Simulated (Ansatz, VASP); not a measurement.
**Two plane-wave programs on InP**

```xyz
2
Lattice="0.0000 2.7664 2.7664 2.7664 0.0000 2.7664 2.7664 2.7664 0.0000" Properties=species:S:1:pos:R:3 pbc="T T T"
In    0.0000    0.0000    0.0000
P     2.7664    2.7664    2.7664
```

Alike in both runs: task single point; functional PBE; k mesh 10 × 10 × 10; occupations gaussian, width 0.05 eV; no spin polarisation.

|  | VASP | Ansatz |
| --- | --- | --- |
| version | VASP 6.6.1 | Ansatz 0.2.0 |
| potentials or method | VASP PAW PBE potentials, release 64 (In_d, P) | scalar-relativistic, plane waves, PAW |
| plane-wave cutoff (eV) | 520 | 420 |
| valence electrons in the cell | 18 | 18 |

Ansatz gave:

| Quantity | Value |
| --- | --- |
| gap on the k mesh at the Fermi level (eV) | none |
| pressure (GPa) | 0.3 |

**Question.** Estimate VASP's values.

**Answer.** gap on the k mesh at the Fermi level (eV): none; pressure (GPa): 0.2.

A gap of «none» marks a metal or a gap that the smearing closes.
